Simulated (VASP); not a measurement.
# BN: convergence, excitons by G0W0 and the Bethe-Salpeter equation

BN, sheet, 2 atoms in the cell. PBE, G0W0 and BSE; PAW potentials N_GW, B_GW (PBE set). VASP 6.6.1.

Wanted: first bright excitation within 0.08 eV; binding of the first excitation within 0.15 eV.

GW step before the BSE: G0W0.

POSCAR of the starting run:
```
BN
1.0
    2.5017062525      0.0000000000      0.0000000000
    1.2492946936     -2.1674401819      0.0000000000
    0.0000000000      0.0000000000    -12.0000000000
N B
1 1
Direct
    0.0000000000      1.0000000000      0.5000000000
    0.6666026900      0.6666026900      0.5000000000
```

The series start from Conduction bands in the pairs: 4; Valence bands in the pairs: 4; k mesh: 6 × 6 × 1; Vacuum (Å): 12. Each series keeps the choices made before it, and each single choice may use up half of a tolerance. Times cover all steps of a run.

## Conduction bands in the pairs

| Conduction bands in the pairs | First bright excitation (eV) | Binding of the first excitation (eV) | Time (s) |
|---|---|---|---|
| 1 | 5.043 | 2.43 | 31 |
| 2 | 5.040 | 2.43 | 31 |
| 4 | 5.034 | 2.43 | 31 |
| 6 (reference) | 5.031 | 2.44 | 31 |

## Valence bands in the pairs

| Valence bands in the pairs | First bright excitation (eV) | Binding of the first excitation (eV) | Time (s) |
|---|---|---|---|
| 1 | 5.043 | 2.42 | 31 |
| 2 | 5.043 | 2.43 | 31 |
| 3 | 5.043 | 2.43 | 31 |
| 4 (reference) | 5.043 | 2.43 | 31 |

## k mesh

| k mesh | First bright excitation (eV) | Binding of the first excitation (eV) | Time (s) |
|---|---|---|---|
| 3 × 3 × 1 | 4.286 | 3.28 | 9.5 |
| 6 × 6 × 1 | 5.043 | 2.42 | 31 |
| 9 × 9 × 1 | 5.333 | 1.92 | 72 |
| 12 × 12 × 1 | 5.397 | 1.78 | 177 |
| 15 × 15 × 1 (reference) | 5.409 | 1.73 | 358 |

## Vacuum (Å)

| Vacuum (Å) | First bright excitation (eV) | Binding of the first excitation (eV) | Time (s) |
|---|---|---|---|
| 8 | 5.444 | 1.52 | 99 |
| 12 | 5.397 | 1.78 | 177 |
| 16 | 5.393 | 1.92 | 237 |
| 20 (reference) | 5.400 | 2.01 | 356 |

## Question

The rows run from the loosest to the tightest. For each series: choose the loosest value from which every tighter one stays within half of the tolerance.

## Answer

- Conduction bands in the pairs: 1
- Valence bands in the pairs: 1
- k mesh: 12 × 12 × 1
- Vacuum (Å): 20, the tightest run, since the next looser one is off by more than half of the tolerance (convergence isn't shown beyond it)

## All choices together

| Input | First bright excitation (eV) | Binding of the first excitation (eV) | Time (s) |
|---|---|---|---|
| chosen settings | 5.400 | 2.01 | 356 |
| reference settings throughout | 5.396 | 1.95 | 770 |

The chosen settings stay within the tolerance of the reference run, but the reference itself isn't shown to be converged in: Vacuum (Å).

## The input

INCAR.step1:
```
EDIFF = 1E-8
ENCUT = 420
ISMEAR = 0
KPAR = 4
LASPH = T
LCHARG = F
LWAVE = T
PREC = Accurate
SIGMA = 0.02
```

INCAR.step2:
```
ALGO = Exact
EDIFF = 1E-7
ENCUT = 420
ISMEAR = 0
ISTART = 1
KPAR = 4
LASPH = T
LCHARG = F
LOPTICS = T
LWAVE = T
NBANDS = 84
NEDOS = 2000
NELM = 1
PREC = Accurate
SIGMA = 0.02
```

INCAR.step3:
```
ALGO = EVGW0
ENCUT = 420
ENCUTGW = 80
ISMEAR = 0
ISTART = 1
KPAR = 4
LASPH = T
LCHARG = F
LWAVE = T
NBANDS = 84
NBANDSGW = 20
NELMGW = 1
NOMEGA = 48
PREC = Accurate
PRECFOCK = Fast
SIGMA = 0.02
```

INCAR.step4:
```
ALGO = BSE
ANTIRES = 0
CSHIFT = 0.15
ENCUT = 420
ENCUTGW = 80
IBSE = 2
ISMEAR = 0
ISTART = 1
KPAR = 4
LASPH = T
LCHARG = F
LWAVE = F
NBANDS = 84
NBANDSO = 1
NBANDSV = 1
NBSEEIG = 4
NOMEGA = 1000
OMEGAMAX = 25
PREC = Accurate
PRECFOCK = Fast
SIGMA = 0.02
```

KPOINTS:
```
Automatic mesh
0
Gamma
  12 12 1
  0 0 0
```

POSCAR:
```
BN
1.0
    2.5017062525      0.0000000000      0.0000000000
    1.2492946936     -2.1674401819      0.0000000000
    0.0000000000      0.0000000000    -20.0000000000
N B
1 1
Direct
    0.0000000000      1.0000000000      0.5000000000
    0.6666026900      0.6666026900      0.5000000000
```

Commands (each step's output is kept before the next begins):
```
cat potpaw_PBE.64/N_GW/POTCAR potpaw_PBE.64/B_GW/POTCAR > POTCAR
cp INCAR.step1 INCAR
mpirun -np 4 vasp_std > vasp.out
cp INCAR.step2 INCAR
mpirun -np 4 vasp_std > vasp.out
cp INCAR.step3 INCAR
mpirun -np 4 vasp_std > vasp.out
cp INCAR.step4 INCAR
mpirun -np 4 vasp_std > vasp.out
```

Limits: The Coulomb interaction isn't cut off between the sheet's copies, so the quasiparticle gap and the binding go on moving with the vacuum; bands, mesh and cutoff of the G0W0 step are small, so absolute energies aren't converged; the pairs hold 1 valence and 1 conduction bands, and what lies beyond is missing from ε.

The chosen input took VASP 6.6.1 356 s on 4 cores (Intel Xeon 6975P-C (Granite Rapids)), a shared host.
